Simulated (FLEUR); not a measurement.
# Si (I4/mmm) in FLEUR: band structure with r2SCAN

Aim: the band structure of Si with r2SCAN.

All numbers are computed with FLEUR MaX-R8.1 (later development tree); they aren't measurements. Logs are shortened: lines on timing, memory, paths and dates and some standing lists are left out, and cuts for length are marked.

## (1) Starting point

Symmetry: I4/mmm, No. 139, tetragonal system. Conventional cell: a = 3.254 Å, b = 3.254 Å, c = 2.641 Å, α = 90.00°, β = 90.00°, γ = 90.00°. Si (site symmetry 4/mmm) is surrounded by 10 Si at 2.64 to 2.65 Å.

This isn't the form of Si at room conditions, which is diamond.

## (2) Band structure, r2SCAN

File inp.xml:

```xml
<?xml version="1.0" encoding="UTF-8" standalone="no"?>
<fleurInput fleurInputVersion="0.39">
   <comment>
      Si                                                                                                  
   </comment>
   <calculationSetup>
      <cutoffs Kmax="4.24" Gmax="13.2" GmaxXC="13.2" numbands="0"/>
      <scfLoop itmax="80" minDistance="0.0001" maxIterBroyd="30" imix="Anderson" alpha="0.05" precondParam="0.0" spinf="2.0" sdNocoIR="T"/>
      <coreElectrons ctail="F" frcor="F" kcrel="0" coretail_lmax="0"/>
      <xcFunctional name="LibXC" relativisticCorrections="F">
         <LibXCName exchange="mgga_x_r2scan" correlation="mgga_c_r2scan"/>
         <AuxGGA exchange="117" correlation="130"/>
      </xcFunctional>
      <magnetism jspins="1"/>
      <soc l_soc="F" theta="0.0" phi="0.0" spav="F"/>
      <expertModes spex="0" secvar="F"/>
      <geometryOptimization l_f="F" forcealpha="1.0" forcemix="BFGS" epsdisp="0.00001" epsforce="0.00001"/>
      <ldaU l_linMix="F" mixParam="0.05" spinf="1.0"/>
   </calculationSetup>
   <cell>
      <bzIntegration valenceElectrons="12.0" mode="hist" fermiSmearingEnergy="0.00183747">
         <kPointListSelection listName="default-1"/>
         <!-- k-points included here -->
         <xi:include xmlns:xi="http://www.w3.org/2001/XInclude" href="kpts.xml"> </xi:include>
      </bzIntegration>
      <!-- symmetry operations included here -->
      <xi:include xmlns:xi="http://www.w3.org/2001/XInclude" href="sym.xml"> </xi:include>
      <bulkLattice scale="1.0">
         <bravaisMatrix>
            <row-1>   -3.0744236457227805     3.0744236457227805     2.4950618106341991</row-1>
            <row-2>    3.0744236457227805    -3.0744236457227805     2.4950618106341991</row-2>
            <row-3>    3.0744236457227805     3.0744236457227805    -2.4950618106341991</row-3>
         </bravaisMatrix>
      </bulkLattice>
   </cell>
   <atomSpecies>
      <species name="Silicon (Si)" element="Si" atomicNumber="14">
         <mtSphere radius="2.31" gridPoints="763" logIncrement="0.015"/>
         <atomicCutoffs lmax="9" lnonsphr="9"/>
         <electronConfig flipSpins="F">
            <coreConfig>(1s1/2)</coreConfig>
            <valenceConfig>(2s1/2) (2p1/2) (2p3/2) (3s1/2) (3p1/2) (3p3/2)</valenceConfig>
            <stateOccupation state="(3p1/2)" spinUp="0.333333" spinDown="0.333333"/>
            <stateOccupation state="(3p3/2)" spinUp="0.666667" spinDown="0.666667"/>
         </electronConfig>
         <energyParameters s="3" p="3" d="3" f="4"/>
         <lo type="SCLO" l="0" n="2" eDeriv="0"/>
         <lo type="SCLO" l="1" n="2" eDeriv="0"/>
         <lo type="SCLO" l="2" n="3" eDeriv="2"/>
         <lo type="SCLO" l="3" n="4" eDeriv="2"/>
      </species>
   </atomSpecies>
   <atomGroups>
      <atomGroup species="Silicon (Si)">
         <relPos label="                   1">.0000000000 .0000000000 .0000000000</relPos>
         <force calculate="T" relaxXYZ="TTT"/>
      </atomGroup>
   </atomGroups>
   <output dos="F" band="F" slice="F">
      <checks vchk="F" cdinf="F"/>
      <bandDOS minEnergy="-.5*Htr" maxEnergy="0.5*Htr" sigma="0.015" storeEVData="T"/>
      <vacuumDOS vacdos="F" integ="F" star="F" nstars="0" locx1="0.0" locy1="0.0" locx2="0.0" locy2="0.0" nstm="0" tworkf="0.0"/>
      <unfoldingBand unfoldBand="F" supercellX="1" supercellY="1" supercellZ="1"/>
      <plotting iplot="0" polar="F">
         <plot TwoD="T" vec1="  1.0  0.0  0.0" vec2="  0.0  1.0  0.0" vec3="  0.0  0.0  1.0" zero="  0.0  0.0  0.0" file="plot"/>
      </plotting>
      <chargeDensitySlicing numkpt="0" minEigenval="0.0" maxEigenval="0.0" nnne="0" pallst="F"/>
      <specialOutput eonly="F"/>
      <moessbauerParams electricFieldGradient="T" isomerShift="T" coreHyperfine="T" valenceHyperfine="T"/>
      <magneticCircularDichroism mcd="F" energyLo="-10.0" energyUp="0.0"/>
   </output>
  <!-- We include the file relax.xml here to enable relaxations (see documentation) -->
  <xi:include xmlns:xi="http://www.w3.org/2001/XInclude" href="relax.xml"> <xi:fallback/> </xi:include>
</fleurInput>
```

File crystal.txt:

```
Si
&input cartesian=F /
-1.6269149300  1.6269149300  1.3203298500
1.6269149300  -1.6269149300  1.3203298500
1.6269149300  1.6269149300  -1.3203298500
1.8897261246
1.0 1.0 1.0

1
14 0.0000000000  0.0000000000  0.0000000000

&kpt div1=13 div2=13 div3=13 gamma=T /
```

File inp.xml (bands):

```
<?xml version="1.0" encoding="UTF-8" standalone="no"?>
<fleurInput fleurInputVersion="0.39">
   <comment>
      Si                                                                                                  
   </comment>
   <calculationSetup>
      <cutoffs Kmax="4.24" Gmax="13.2" GmaxXC="13.2" numbands="0"/>
      <scfLoop itmax="80" minDistance="0.0001" maxIterBroyd="30" imix="Anderson" alpha="0.05" precondParam="0.0" spinf="2.0" sdNocoIR="T"/>
      <coreElectrons ctail="F" frcor="F" kcrel="0" coretail_lmax="0"/>
      <xcFunctional name="LibXC" relativisticCorrections="F">
         <LibXCName exchange="mgga_x_r2scan" correlation="mgga_c_r2scan"/>
         <AuxGGA exchange="117" correlation="130"/>
      </xcFunctional>
      <magnetism jspins="1"/>
      <soc l_soc="F" theta="0.0" phi="0.0" spav="F"/>
      <expertModes spex="0" secvar="F"/>
      <geometryOptimization l_f="F" forcealpha="1.0" forcemix="BFGS" epsdisp="0.00001" epsforce="0.00001"/>
      <ldaU l_linMix="F" mixParam="0.05" spinf="1.0"/>
   </calculationSetup>
   <cell>
      <bzIntegration valenceElectrons="12.0" mode="hist" fermiSmearingEnergy="0.00183747">
         <kPointListSelection listName="path-1"/>
         <!-- k-points included here -->
         <xi:include xmlns:xi="http://www.w3.org/2001/XInclude" href="kpts.xml"> </xi:include>
      </bzIntegration>
      <!-- symmetry operations included here -->
      <xi:include xmlns:xi="http://www.w3.org/2001/XInclude" href="sym.xml"> </xi:include>
      <bulkLattice scale="1.0">
         <bravaisMatrix>
            <row-1>   -3.0744236457227805     3.0744236457227805     2.4950618106341991</row-1>
            <row-2>    3.0744236457227805    -3.0744236457227805     2.4950618106341991</row-2>
            <row-3>    3.0744236457227805     3.0744236457227805    -2.4950618106341991</row-3>
         </bravaisMatrix>
      </bulkLattice>
   </cell>
   <atomSpecies>
      <species name="Silicon (Si)" element="Si" atomicNumber="14">
         <mtSphere radius="2.31" gridPoints="763" logIncrement="0.015"/>
         <atomicCutoffs lmax="9" lnonsphr="9"/>
         <electronConfig flipSpins="F">
            <coreConfig>(1s1/2)</coreConfig>
            <valenceConfig>(2s1/2) (2p1/2) (2p3/2) (3s1/2) (3p1/2) (3p3/2)</valenceConfig>
            <stateOccupation state="(3p1/2)" spinUp="0.333333" spinDown="0.333333"/>
            <stateOccupation state="(3p3/2)" spinUp="0.666667" spinDown="0.666667"/>
         </electronConfig>
         <energyParameters s="3" p="3" d="3" f="4"/>
         <lo type="SCLO" l="0" n="2" eDeriv="0"/>
         <lo type="SCLO" l="1" n="2" eDeriv="0"/>
         <lo type="SCLO" l="2" n="3" eDeriv="2"/>
         <lo type="SCLO" l="3" n="4" eDeriv="2"/>
      </species>
   </atomSpecies>
   <atomGroups>
      <atomGroup species="Silicon (Si)">
         <relPos label="                   1">.0000000000 .0000000000 .0000000000</relPos>
         <force calculate="T" relaxXYZ="TTT"/>
      </atomGroup>
   </atomGroups>
   <output dos="F" band="T" slice="F">
      <checks vchk="F" cdinf="F"/>
      <bandDOS minEnergy="-.5*Htr" maxEnergy="0.5*Htr" sigma="0.015" storeEVData="T"/>
      <vacuumDOS vacdos="F" integ="F" star="F" nstars="0" locx1="0.0" locy1="0.0" locx2="0.0" locy2="0.0" nstm="0" tworkf="0.0"/>
      <unfoldingBand unfoldBand="F" supercellX="1" supercellY="1" supercellZ="1"/>
      <plotting iplot="0" polar="F">
         <plot TwoD="T" vec1="  1.0  0.0  0.0" vec2="  0.0  1.0  0.0" vec3="  0.0  0.0  1.0" zero="  0.0  0.0  0.0" file="plot"/>
      </plotting>
      <chargeDensitySlicing numkpt="0" minEigenval="0.0" maxEigenval="0.0" nnne="0" pallst="F"/>
      <specialOutput eonly="F"/>
      <moessbauerParams electricFieldGradient="T" isomerShift="T" coreHyperfine="T" valenceHyperfine="T"/>
      <magneticCircularDichroism mcd="F" energyLo="-10.0" energyUp="0.0"/>
   </output>
  <!-- We include the file relax.xml here to enable relaxations (see documentation) -->
  <xi:include xmlns:xi="http://www.w3.org/2001/XInclude" href="relax.xml"> <xi:fallback/> </xi:include>
</fleurInput>
```

Potentials or basis: all-electron, FLAPW.

Command:

```
$ inpgen -f crystal.txt -profile fastHighL
$ # inp.xml edited to the form shown
$ fleur_MPI
$ fleur_MPI   # second run, on inp.xml (bands)
```

The log of the run:

```text
Welcome to FLEUR        (www.flapw.de)
      MaX-Release 8.1          (www.max-centre.eu)
 func_ids         498         497         498         497
 MetaGGA potential functional detected - V_tau will be computed
 Auxiliary Potential for radial basis: exchange=         117  correlation=         130
The functional 'Re-regularized SCAN exchange by Furness et al' is an exchange functional, it belongs to the 'MGGA' family and is defined in the reference(s):
[1] J. W. Furness, A. D. Kaplan, J. Ning, J. P. Perdew, and J. Sun.,  J. Phys. Chem. Lett. 11, 8208-8215 (2020)
[2] J. W. Furness, A. D. Kaplan, J. Ning, J. P. Perdew, and J. Sun.,  J. Phys. Chem. Lett. 11, 9248-9248 (2020)
The functional 'Re-regularized SCAN correlation by Furness et al' is a correlation functional, it belongs to the 'MGGA' family and is defined in the reference(s):
[1] J. W. Furness, A. D. Kaplan, J. Ning, J. P. Perdew, and J. Sun.,  J. Phys. Chem. Lett. 11, 8208-8215 (2020)
[2] J. W. Furness, A. D. Kaplan, J. Ning, J. P. Perdew, and J. Sun.,  J. Phys. Chem. Lett. 11, 9248-9248 (2020)
 Using same functional for VXC and EXC

 ========== k-point set info ==========
 Selected k-point list: default-1
 k-point list type: mesh
 13 x 13 x 13
 Number of k points: 196

 ------------Calculation Setup---------------------------
 Number of MPI-tasks      :            1
 Number of PE/node        :            1
 Number of OMP-threads    :            1
 Most efficient MPI parallelization for:
           1           2           4           7          14          28          49          98         196
 Additional eigenvalue parallelization possible
 Number of basis functions:          157
 Approximate size of matrices (H+S) per k-point:         0.000 GB
 --------------------------------------------------------
The functional 'Hammer, Hansen, and Norskov' is an exchange functional, it belongs to the 'GGA' family and is defined in the reference(s):
[1] B. Hammer, L. B. Hansen, and J. K. Nørskov.,  Phys. Rev. B 59, 7413 (1999)
The functional 'Perdew, Burke & Ernzerhof' is a correlation functional, it belongs to the 'GGA' family and is defined in the reference(s):
[1] J. P. Perdew, K. Burke, and M. Ernzerhof.,  Phys. Rev. Lett. 77, 3865 (1996)
[2] J. P. Perdew, K. Burke, and M. Ernzerhof.,  Phys. Rev. Lett. 78, 1396 (1997)
 Using same functional for VXC and EXC
 Using auxiliary GGA potential for the first iteration of MetaGGA calculation.
 Reset of history
 Reset of history
 Iteration:     1   Distance:      13.60163719 me/bohr^3
The functional 'Hammer, Hansen, and Norskov' is an exchange functional, it belongs to the 'GGA' family and is defined in the reference(s):
[1] B. Hammer, L. B. Hansen, and J. K. Nørskov.,  Phys. Rev. B 59, 7413 (1999)
The functional 'Perdew, Burke & Ernzerhof' is a correlation functional, it belongs to the 'GGA' family and is defined in the reference(s):
[1] J. P. Perdew, K. Burke, and M. Ernzerhof.,  Phys. Rev. Lett. 77, 3865 (1996)
[2] J. P. Perdew, K. Burke, and M. Ernzerhof.,  Phys. Rev. Lett. 78, 1396 (1997)
 Using same functional for VXC and EXC
 Iteration:     2   Distance:      13.13151545 me/bohr^3
The functional 'Hammer, Hansen, and Norskov' is an exchange functional, it belongs to the 'GGA' family and is defined in the reference(s):
[1] B. Hammer, L. B. Hansen, and J. K. Nørskov.,  Phys. Rev. B 59, 7413 (1999)
The functional 'Perdew, Burke & Ernzerhof' is a correlation functional, it belongs to the 'GGA' family and is defined in the reference(s):
[1] J. P. Perdew, K. Burke, and M. Ernzerhof.,  Phys. Rev. Lett. 77, 3865 (1996)
[2] J. P. Perdew, K. Burke, and M. Ernzerhof.,  Phys. Rev. Lett. 78, 1396 (1997)
 Using same functional for VXC and EXC
 Iteration:     3   Distance:      12.44798355 me/bohr^3
The functional 'Hammer, Hansen, and Norskov' is an exchange functional, it belongs to the 'GGA' family and is defined in the reference(s):
[1] B. Hammer, L. B. Hansen, and J. K. Nørskov.,  Phys. Rev. B 59, 7413 (1999)
The functional 'Perdew, Burke & Ernzerhof' is a correlation functional, it belongs to the 'GGA' family and is defined in the reference(s):
[1] J. P. Perdew, K. Burke, and M. Ernzerhof.,  Phys. Rev. Lett. 77, 3865 (1996)
[2] J. P. Perdew, K. Burke, and M. Ernzerhof.,  Phys. Rev. Lett. 78, 1396 (1997)
 Using same functional for VXC and EXC
 Iteration:     4   Distance:       0.59431093 me/bohr^3
The functional 'Hammer, Hansen, and Norskov' is an exchange functional, it belongs to the 'GGA' family and is defined in the reference(s):
[1] B. Hammer, L. B. Hansen, and J. K. Nørskov.,  Phys. Rev. B 59, 7413 (1999)
The functional 'Perdew, Burke & Ernzerhof' is a correlation functional, it belongs to the 'GGA' family and is defined in the reference(s):
[1] J. P. Perdew, K. Burke, and M. Ernzerhof.,  Phys. Rev. Lett. 77, 3865 (1996)
[2] J. P. Perdew, K. Burke, and M. Ernzerhof.,  Phys. Rev. Lett. 78, 1396 (1997)
 Using same functional for VXC and EXC
 Iteration:     5   Distance:       0.39815874 me/bohr^3
The functional 'Hammer, Hansen, and Norskov' is an exchange functional, it belongs to the 'GGA' family and is defined in the reference(s):
[... 25 lines left out ...]
 Using same functional for VXC and EXC
 Iteration:     9   Distance:       0.00296550 me/bohr^3
The functional 'Hammer, Hansen, and Norskov' is an exchange functional, it belongs to the 'GGA' family and is defined in the reference(s):
[1] B. Hammer, L. B. Hansen, and J. K. Nørskov.,  Phys. Rev. B 59, 7413 (1999)
The functional 'Perdew, Burke & Ernzerhof' is a correlation functional, it belongs to the 'GGA' family and is defined in the reference(s):
[1] J. P. Perdew, K. Burke, and M. Ernzerhof.,  Phys. Rev. Lett. 77, 3865 (1996)
[2] J. P. Perdew, K. Burke, and M. Ernzerhof.,  Phys. Rev. Lett. 78, 1396 (1997)
 Using same functional for VXC and EXC
 Iteration:    10   Distance:       0.00034919 me/bohr^3
The functional 'Hammer, Hansen, and Norskov' is an exchange functional, it belongs to the 'GGA' family and is defined in the reference(s):
[1] B. Hammer, L. B. Hansen, and J. K. Nørskov.,  Phys. Rev. B 59, 7413 (1999)
The functional 'Perdew, Burke & Ernzerhof' is a correlation functional, it belongs to the 'GGA' family and is defined in the reference(s):
[1] J. P. Perdew, K. Burke, and M. Ernzerhof.,  Phys. Rev. Lett. 77, 3865 (1996)
[2] J. P. Perdew, K. Burke, and M. Ernzerhof.,  Phys. Rev. Lett. 78, 1396 (1997)
 Using same functional for VXC and EXC
 Iteration:    11   Distance:       0.00033267 me/bohr^3
The functional 'Hammer, Hansen, and Norskov' is an exchange functional, it belongs to the 'GGA' family and is defined in the reference(s):
[1] B. Hammer, L. B. Hansen, and J. K. Nørskov.,  Phys. Rev. B 59, 7413 (1999)
The functional 'Perdew, Burke & Ernzerhof' is a correlation functional, it belongs to the 'GGA' family and is defined in the reference(s):
[1] J. P. Perdew, K. Burke, and M. Ernzerhof.,  Phys. Rev. Lett. 77, 3865 (1996)
[2] J. P. Perdew, K. Burke, and M. Ernzerhof.,  Phys. Rev. Lett. 78, 1396 (1997)
 Using same functional for VXC and EXC
 Iteration:    12   Distance:       0.00001251 me/bohr^3

 ********************************************************************
 Run finished successfully
 Stop message:
   all done
 ********************************************************************
```

It took 27 s on 1 thread of Arm Neoverse V2, shared host; peak memory 0.07 GiB.

What came out:

```yaml
Free_energy: -7894.6851 eV
Band_gap_along_the_path: none (metal or under the smearing width)
Valence_electrons_inside_the_program's_atomic_spheres: Si 10.49 (radii Si 2.31 bohr)
```

Levels at the corners of the path, in eV from the Fermi level:
| point | band 5 | band 6 | band 7 | band 8 | band 9 | band 10 |
| --- | --- | --- | --- | --- | --- | --- |
| Γ | -15.64 | 10.09 | 10.93 | 10.93 | 13.88 | 15.23 |
| X | -9.00 | -7.93 | 9.82 | 12.16 | 12.54 | 12.74 |
| M | -2.62 | -2.62 | -1.33 | 1.25 | 4.53 | 7.10 |
| Γ | -15.64 | 10.09 | 10.93 | 10.93 | 13.88 | 15.23 |
| Z | -2.03 | -2.03 | -1.42 | -0.05 | 1.90 | 13.26 |
| P | -4.21 | -3.02 | -2.63 | -2.63 | 20.57 | 20.84 |
| N | -6.94 | -6.33 | 5.16 | 6.57 | 7.12 | 10.12 |
| Z1 | -2.03 | -2.03 | -1.42 | -0.05 | 1.90 | 13.26 |
| M | -2.62 | -2.62 | -1.33 | 1.25 | 4.53 | 7.10 |
| X | -9.00 | -7.93 | 9.82 | 12.16 | 12.54 | 12.74 |
| P | -4.21 | -3.02 | -2.63 | -2.63 | 20.57 | 20.84 |

Core levels (eV from the Fermi level):
```csv
atom,levels
1 Si,1s1/2 -1781.5
```

Caveat: the meta-GGA is that of a development version, with a GGA for the radial functions and cores and without core tails.
